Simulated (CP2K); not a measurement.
**CdS (Hawleyite) under changes of volume**

One of the cells (24.808 Å³/atom); the others are scaled copies at fixed shape and fractional positions:

```xyz
2
Lattice="4.1246 0.0000 0.0000 2.0623 3.5720 0.0000 2.0623 1.1907 3.3677" Properties=species:S:1:pos:R:3 pbc="T T T"
Cd    0.0000    0.0000    0.0000
S     6.1868    3.5720    2.5258
```

- Program: CP2K 2026.2
- Functional: LDA
- Potentials or basis: GTH_POTENTIALS Cd GTH-PADE-q12, S GTH-PADE-q6; TZVP-MOLOPT-PBE-GTH basis
- Density cutoff: 6123 eV
- k mesh: 8 × 8 × 8
- Occupations: fermi-dirac, width 0.05 eV
- Spin: no spin polarisation

| volume (Å³/atom) | energy over the lowest point (meV/atom) | pressure (GPa) | gap on the mesh (eV) |
| --- | --- | --- | --- |
| 23.319 | 4.99 | 2.4 | 0.98 |
| 23.815 | 0.18 | 0.8 | 0.93 |
| 24.312 | 0.00 | -0.6 | 0.89 |
| 24.808 | 3.93 | -1.9 | 0.85 |
| 25.304 | 11.54 | -3.0 | 0.80 |
| 25.800 | ? | ? | ? |
| 26.296 | 36.18 | -4.9 | 0.72 |

Problem. What does the run at 25.800 Å³/atom give?

Solution. Energy over the lowest point 22.40 meV/atom; pressure -4.0 GPa; gap on the mesh 0.76 eV.

Worked out: A Birch-Murnaghan fit of order 3 (a polynomial in V^(-2/3)) to the other rows has its minimum at 24.08 Å³/atom with B0 = V·E''(V) = 68 GPa and B' = 4.6. It gives 22.41 meV/atom at 25.800 Å³/atom, against the run's 22.40, and -dE/dV = -4.0 GPa, against -4.0. A straight line through the other rows of the gap, of slope -2.15 eV per unit of ln V (its deformation potential), gives 0.76 eV, against the run's 0.76.

Energies are extrapolated to zero smearing.

Caveats: the basis of atomic orbitals isn't converged, which shifts pressures, moduli and gaps.

Spin-orbit coupling on Cd is left out.
